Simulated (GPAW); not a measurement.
PbF2 (Fluorocronite):

```
CELL_PARAMETERS angstrom
0.00000 2.96366 2.96366
2.96366 0.00000 2.96366
2.96366 2.96366 0.00000
ATOMIC_POSITIONS crystal
Pb 0.00000 0.00000 0.00000
F 0.75000 0.75000 0.75000
F 0.25000 0.25000 0.25000
```

Base run:

```yaml
Program: GPAW 26.7.0
Functional: PBE
Potentials_or_basis: PAW data sets generated in the run's folder for this functional
Cutoff: 800 eV
Basis: pw
k_mesh: 6 × 6 × 6
Occupations: fermi-dirac, width 0.05 eV
Spin: no spin polarisation
```

Its results: band gap on the k mesh 4.37 eV, indirect (least direct gap 4.49 eV); pressure 1.3 GPa.

**Question.** The run is repeated on the same cell with these changes: functional from PBE to LDA; band points from 100 to 60. What comes out?

**Answer.** Band gap on the k mesh 4.21 eV, indirect (least direct gap 4.35 eV); pressure -5.9 GPa.

Caveats: spin-orbit coupling is left out, which as a rule narrows the gap of such compounds by several tenths of an eV.

Not every run made on this cell is shown here.
